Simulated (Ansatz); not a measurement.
BaTiO$_{3}$: reading a single point

```
Ba Ti O
1.0
     3.99511    0.00000    0.00000
     0.01032    3.99510    0.00000
     0.02064    0.02059    7.99017
Ba Ti O
2 2 6
Direct
  0.00000 0.00000 0.00000
  0.00000 0.00000 0.50000
  0.48600 0.48600 0.24300
  0.48600 0.48600 0.74300
  0.50840 0.50840 0.00925
  0.50840 0.50840 0.50925
  0.01850 0.50840 0.25420
  0.01850 0.50840 0.75420
  0.50840 0.01850 0.25420
  0.50840 0.01850 0.75420
```

Level: PBE, with U = 7.13 eV and J = 1.0 eV on Ti d (all-electron-ortho-atomic projectors), collinear spin; 420 eV; 5×5×3 Γ-centred mesh; fermi-dirac occupations (width 0.1 eV); Ansatz 0.2.0, fixed geometry.

The state carries no moments; the state need not be the lowest.

- Stress: The pressure is 8.6 GPa (compression positive), so with the atoms held at these fractions the cell would first expand; the forces are large, so a full relaxation may end otherwise.
- Charges: Bader charges in e: Ba +1.53, Ti +2.40, O -1.31. In the mean Ti gives up most and O takes most.
- Forces: The largest is on Ti3 (and as large on other atoms): 0.85 eV/Å, components (0.49, 0.49, 0.49). It makes 121° with the line to a nearest neighbour, O5 at 1.87 Å.
- Electronic structure: The gap on the k mesh is 3.19 eV; the mesh may miss the band edges, so the true gap of this level can be smaller.
- Contacts: Ti–O at 1.87 Å: least valence density 0.89 e/Å³ and ELF 0.26 there. Ba–O at 2.78 Å: least valence density 0.19 e/Å³ and ELF 0.10 there, a closed-shell (ionic or weak) contact. These are pseudo-fields; inside the PAW spheres they differ from the all-electron ones.

Origin: a database entry at a rescaled volume. Caveats: the input typed no starting moments; an odd or shifted mesh can miss the band edges, so this level's true gap may be smaller.
